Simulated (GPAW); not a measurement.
# Li (P6_3/mmc) in GPAW: convergence with bands over the usual count

Aim: find how far bands over the usual count must go before the results for Li settle, at PBE. This setting moves, with any that are tied to it; all else stays.

Program: GPAW 26.7.0. These are calculated values, not measurements. Logs are shortened: lines on timing, memory, paths and dates and some standing lists are left out, and cuts for length are marked. The log counts tension as positive stress, the text compression.

**1. The crystal as given**

It takes space group P6_3/mmc (No. 194, hexagonal). The conventional cell has a = 3.111 Å, b = 3.111 Å, c = 5.093 Å, α = 90.00°, β = 90.00°, γ = 120.00°. Li (site symmetry -6m2) is surrounded by 12 Li at 3.11 to 3.12 Å.

This isn't the form of Li at room conditions, which is bcc.

**2. With bands over the usual count 0.72**

Contents of run.py:

```python
from ase.dft.bandgap import bandgap
from ase.io import read, write
from ase.units import GPa
from gpaw import GPAW, PW

atoms = read('POSCAR')

calc = GPAW(mode=PW(800),
            xc='PBE',
            kpts={'size': (7, 7, 4), 'gamma': True},
            occupations={'name': 'fermi-dirac', 'width': 0.05},
            nbands=6,
            convergence={'density': 1e-05, 'energy': 1e-05},
            maxiter=100,
            txt='gpaw.txt')
atoms.calc = calc
energy = atoms.get_potential_energy()
forces = atoms.get_forces()
stress = atoms.get_stress()
calc.write('gs.gpw')
write('result.traj', atoms)
print(f'Energy: {energy:.6f} eV')
print('Forces (eV/A):')
print(forces.round(4))
print('Stress (GPa):', (stress / GPa).round(3))
print('Fermi level:', round(calc.get_fermi_level(), 4), 'eV')
print(f'Gap: {bandgap(calc)[0]:.4f} eV, direct: {bandgap(calc, direct=True)[0]:.4f} eV')
```

Contents of POSCAR:

```
Li
1.0
    3.1110000000      0.0000000000      0.0000000000
   -1.5555000000      2.6942050312      0.0000000000
    0.0000000000      0.0000000000      5.0930000000
Li
2
Direct
    0.6666666667      0.3333333333      0.7500000000
    0.3333333333      0.6666666667      0.2500000000
```

Potentials or basis: GPAW PAW data sets (gpaw-data 1.2.1), pw.

Command:

```console
> OMP_NUM_THREADS=1 python run.py
```

It took 4.8 s on 1 thread of Arm Neoverse V2, shared host; peak memory 0.15 GiB.

What came out:

* Free energy: -3.8105 eV
* Pressure: -0.6 GPa
* Band gap on the k mesh: none (metal or under the smearing width)

**3. With bands over the usual count 0.8**

run.py is that of step 2.

POSCAR is that of step 2.

Potentials or basis: GPAW PAW data sets (gpaw-data 1.2.1), pw.

Command:

```console
> OMP_NUM_THREADS=1 python run.py
```

Run time: 4.8 s. Hardware: 1 thread of Arm Neoverse V2, shared host; peak memory 0.15 GiB.

It converged, with:

| Item | Value |
| --- | --- |
| Free energy | -3.8105 eV |
| Pressure | -0.6 GPa |
| Band gap on the k mesh | none (metal or under the smearing width) |

**4. With bands over the usual count 0.9**

run.py, as its differences from that of step 3:

```diff
@@ -11,3 +11,3 @@
             occupations={'name': 'fermi-dirac', 'width': 0.05},
-            nbands=6,
+            nbands=7,
             convergence={'density': 1e-05, 'energy': 1e-05},
```

POSCAR is that of step 3.

Command:

```console
> OMP_NUM_THREADS=1 python run.py
```

Run time: 5.7 s. Hardware: 1 thread of Arm Neoverse V2, shared host; peak memory 0.15 GiB.

Results (log left out):

```
Free energy            : -3.8105 eV
Pressure               : -0.6 GPa
Band gap on the k mesh : none (metal or under the smearing width)
```

**5. With bands over the usual count 1**

run.py, as its differences from that of step 4:

```diff
@@ -11,3 +11,3 @@
             occupations={'name': 'fermi-dirac', 'width': 0.05},
-            nbands=7,
+            nbands=8,
             convergence={'density': 1e-05, 'energy': 1e-05},
```

POSCAR is that of step 4.

Command:

```console
> OMP_NUM_THREADS=1 python run.py
```

Run time: 6.1 s. Hardware: 1 thread of Arm Neoverse V2, shared host; peak memory 0.15 GiB.

The run converged. Its results:

* Free energy: -3.8105 eV
* Pressure: -0.6 GPa
* Band gap on the k mesh: none (metal or under the smearing width)

**6. With bands over the usual count 1.3**

run.py, as its differences from that of step 5:

```diff
@@ -11,3 +11,3 @@
             occupations={'name': 'fermi-dirac', 'width': 0.05},
-            nbands=8,
+            nbands=10,
             convergence={'density': 1e-05, 'energy': 1e-05},
```

POSCAR is that of step 5.

Potentials or basis: GPAW PAW data sets (gpaw-data 1.2.1), pw.

Command:

```console
> OMP_NUM_THREADS=1 python run.py
```

It took 7.2 s on 1 thread of Arm Neoverse V2, shared host; peak memory 0.15 GiB.

The run converged. Its results:

```
Free energy            : -3.8105 eV
Pressure               : -0.6 GPa
Band gap on the k mesh : none (metal or under the smearing width)
```

**7. With bands over the usual count 1.7**

run.py, as its differences from that of step 6:

```diff
@@ -11,3 +11,3 @@
             occupations={'name': 'fermi-dirac', 'width': 0.05},
-            nbands=10,
+            nbands=13,
             convergence={'density': 1e-05, 'energy': 1e-05},
```

POSCAR is that of step 6.

Command:

```console
> OMP_NUM_THREADS=1 python run.py
```

It took 8.9 s on 1 thread of Arm Neoverse V2, shared host; peak memory 0.15 GiB.

Results (log left out):

```yaml
Free_energy: -3.8105 eV
Pressure: -0.6 GPa
Band_gap_on_the_k_mesh: none (metal or under the smearing width)
```

**8. With bands over the usual count 2.5**

run.py, as its differences from that of step 7:

```diff
@@ -11,3 +11,3 @@
             occupations={'name': 'fermi-dirac', 'width': 0.05},
-            nbands=13,
+            nbands=19,
             convergence={'density': 1e-05, 'energy': 1e-05},
```

POSCAR is that of step 7.

Potentials or basis: GPAW PAW data sets (gpaw-data 1.2.1), pw.

Command:

```console
> OMP_NUM_THREADS=1 python run.py
```

gpaw.txt:

```text
__  _  _
 | _ |_)|_||  |
 |__||  | ||/\| - 26.7.0

Input parameters:
  mode=PW(ecut=800.0),
  convergence={'density': 1e-05, 'energy': 1e-05},
  kpts=MonkhorstPack(size=(7, 7, 4), gamma=True),
  maxiter=100,
  nbands=19,
  occupations=Occupations(name='fermi-dirac', width=0.05),
  xc=XC(name='PBE')

Diagonalizing LCAO Hamiltonian
Converting LCAO to pw mode

           Li

        Li

Atoms  # Å, Bohr magnetons
|   | symbol |         x |        y |        z |    initial magnetic moments |
|---|--------|-----------|----------|----------|-----------------------------|
| 0 |     Li |  1.555500 | 0.898068 | 3.819750 | ( 0.0000,  0.0000,  0.0000) |
| 1 |     Li | -0.000000 | 1.796137 | 1.273250 | ( 0.0000,  0.0000,  0.0000) |

Unit cell  # Å
| periodic |         x |        y |        z |  lengths |     angles |
|----------|-----------|----------|----------|----------|------------|
|      yes |  3.111000 | 0.000000 | 0.000000 | 3.111000 |  90.000000 |
|      yes | -1.555500 | 2.694205 | 0.000000 | 3.111000 |  90.000000 |
|      yes |  0.000000 | 0.000000 | 5.093000 | 5.093000 | 120.000000 |

Number of symmetries: 12
Symmetry operations  # r_c * U_cc + t_c -> r_c
|    | kind |            matrix            |
|----|------|------------------------------|
|  0 |  σ   |  1, 1, 0,  0,-1, 0,  0, 0, 1 |
|  1 |  S6  |  1, 1, 0, -1, 0, 0,  0, 0,-1 |
|  2 |  E   |  1, 0, 0,  0, 1, 0,  0, 0, 1 |
|  3 |  C2  |  1, 0, 0, -1,-1, 0,  0, 0,-1 |
|  4 |  C2  |  0, 1, 0,  1, 0, 0,  0, 0,-1 |
|  5 |  C3  |  0, 1, 0, -1,-1, 0,  0, 0, 1 |
|  6 |  S6  |  0,-1, 0,  1, 1, 0,  0, 0,-1 |
|  7 |  σ   |  0,-1, 0, -1, 0, 0,  0, 0, 1 |
|  8 |  σ   | -1, 0, 0,  1, 1, 0,  0, 0, 1 |
|  9 |  i   | -1, 0, 0,  0,-1, 0,  0, 0,-1 |
| 10 |  C3  | -1,-1, 0,  1, 0, 0,  0, 0, 1 |
| 11 |  C2  | -1,-1, 0,  0, 1, 0,  0, 0,-1 |

BZ-sampling:
  Number of BZ points: 196
  Number of IBZ points: 28

  Monkhorst-Pack size: [7, 7, 4]
  Monkhorst-Pack shift: [0.0, 0.0, 0.125]

K-points  # in reciprocal-cell coordinates
|     |                                coordinates |     weight |
|-----|--------------------------------------------|------------|
|   0 | (  0.00000000,   0.00000000,   0.00000000) | 0.00510204 |
|   1 | (  0.00000000,   0.00000000,   0.25000000) | 0.01020408 |
|   2 | (  0.00000000,   0.00000000,   0.50000000) | 0.00510204 |
|   3 | (  0.14285714,   0.00000000,  -0.25000000) | 0.03061224 |
|   4 | (  0.14285714,   0.00000000,   0.00000000) | 0.03061224 |
|   5 | (  0.14285714,   0.00000000,   0.25000000) | 0.03061224 |
|   6 | (  0.14285714,   0.00000000,   0.50000000) | 0.03061224 |
|   7 | (  0.28571429,  -0.14285714,   0.00000000) | 0.03061224 |
|   8 | (  0.28571429,  -0.14285714,   0.25000000) | 0.06122449 |
|   9 | (  0.28571429,  -0.14285714,   0.50000000) | 0.03061224 |
| ... |                                            |            |
|  27 | (  0.42857143,   0.42857143,   0.50000000) | 0.03061224 |

Plane wave coefficients: 2206
Cutoff: 800.0 eV

Spin-components: 1 (collinear spins)
Bands:           19
Projectors:      6
Spin-degeneracy: 2
Datatype:        complex128

Parallelization:
  kpt:    1
  domain: 1
  band:   1

Density:
  Valence electrons: 2.0
  Components: 1
  Grid points: [21 21 35]
  Charge: 0.0  # |e|

Potential:
  Grid points: [21 21 35]

species:
  Li:
    name:    Lithium
    Z:       3.0
    valence: 1
    core:    2
    charge:  0.0  # [|e|]
    compensation charges:
      type: gauss
      rc: 0.33  # [Å]
      lmax: 2
    cutoffs:
      filter: 1.91  # [Å]
      core: 2.55  # [Å]
    projectors
    | kind |    occ | energy [eV] | rcut [Å] |
    |------|--------|-------------|----------|
    |   2s |  1.000 |      -2.874 |    1.058 |
    |   2p |  0.000 |      -1.090 |    1.058 |
    |    s |        |      24.337 |    1.058 |

    Using partial waves for Li as LCAO basis

Reference energy: -405.575640  # eV

eigensolver:
  PPCG
  Converge bands: occupied
  niter=2

density mixing:
  MSR1-Mixer
  Pratt-step length: 0.05
  Maximum mixing coefficient: 0.75
  Old densities: 10
  SVD Regularization: 0.005
  Good broyden scale: 1.0
  Trust region scale: 1.0
  Backstep threshold: 4.0
  History deletion threshold: 6.0
  Fourier metric: weight=20.0, sigma=0.015

occupation numbers:
  Fermi-Dirac:
    width: 0.0500  # eV

poisson solver:
  ecut: 6400.0  # eV

xc functional:
  name: PBE with 2 nearest neighbor stencil

convergence criteria:
- Maximum integral of absolute [dens]ity change: 1e-05 electrons / valence electron
- Maximum [total energy] change in last 3 cyles: 1e-05 eV / valence electron
- Maximum integral of absolute [eigenst]ate change: 4e-08 eV^2 / valence electron
maximum number of iterations: 100

SCF iterations
|iter     | |      energy | eigst |  dens |
|---------|-|-------------|-------|-------|
|iter:   1| |   -3.830990 | -0.16 |       |
|iter:   2| |   -3.827944 | -3.23 | -1.29 |
|iter:   3| |   -3.808148 | -4.25 | -1.31 |
|iter:   4| |   -3.807512 | -3.64 | -1.77 |
|iter:   5| |   -3.807528 | -5.06 | -2.54 |
|iter:   6| |   -3.807527c| -6.52 | -3.09 |
|iter:   7| |   -3.807527c| -8.15c| -4.34 |
|iter:   8| |   -3.807527c| -9.53c| -5.07c|

Converged in 8 steps
Energy contributions relative to reference atoms: (reference = -405.575640)

Energy contributions:
  Kinetic:           3.241527
  Coulomb:          -2.889664
  Zero:             -0.014312
  External:          0.000000
  Xc:               -4.142107
  Entropy:          -0.005942
  Spinorbit:         0.000000
  ----------------------------
  Free energy:      -3.810498
  Extrapolated:     -3.807527

dipole moment: (0.000002, 0.000004, 0.000008)  # |e|*Ang

Fermi level: 0.202
Eigenvalues  # (at kpt = [0.000, 0.000, 0.000])
| band index |      eig [eV] | occ [0-2] |
|------------|---------------|-----------|
|          0 |        -3.289 |     2.000 |
|          1 |         0.207 |     0.951 |
|          2 |         2.954 |     0.000 |
|          3 |        12.320 |     0.000 |
|          4 |        12.320 |     0.000 |
|          5 |        13.698 |     0.000 |
|          6 |        13.698 |     0.000 |
|          7 |        14.227 |     0.000 |
|          8 |        16.627 |     0.000 |
|        ... |               |           |
|         18 |        21.320 |     0.000 |

No gap
No difference between direct/indirect transitions

Forces  # eV/Ang
|        x |        y |        z |
|----------|----------|----------|
| -0.00000 |  0.00000 | -0.00000 |  # Li   0
| -0.00000 | -0.00000 |  0.00000 |  # Li   1

Stress tensor  # eV/Ang^3
|        x |        y |        z |
|----------|----------|----------|
| 0.005170 | 0.000000 | 0.000000 |
| 0.000000 | 0.005170 | 0.000000 |
| 0.000000 | 0.000000 | 0.001447 |

# Writing to gs.gpw (mode='')
```

stdout:

```text
Energy: -3.807527 eV
Forces (eV/A):
[[-0.  0. -0.]
 [-0. -0.  0.]]
Stress (GPa): [0.828 0.828 0.232 0.    0.    0.   ]
Fermi level: 0.2024 eV
Gap: 0.0000 eV, direct: 0.0000 eV
```

Run time: 12 s. Hardware: 1 thread of Arm Neoverse V2, shared host; peak memory 0.16 GiB.

Results:

- Free energy: -3.8105 eV
- Pressure: -0.6 GPa
- Band gap on the k mesh: none (metal or under the smearing width)

**9. Result**

```
bands over the usual count  energy less the tightest run, at zero smearing (meV/atom)  SCF cycles  CPU time (s)  peak memory (GiB)
                      0.72                                                       0.00           8           4.8               0.15
                       0.8                                                       0.00           8           4.8               0.15
                       0.9                                                       0.00           9           5.7               0.15
                         1                                                       0.00           8           6.1               0.15
                       1.3                                                       0.00           8           7.2               0.15
                       1.7                                                       0.00           8           8.9               0.15
                       2.5                                                       0.00           8            12               0.16
```

Against the tightest run, the energy stays within 1 meV/atom from 0.72 on. The tightest run that finished is the yardstick and may itself not be fully converged.
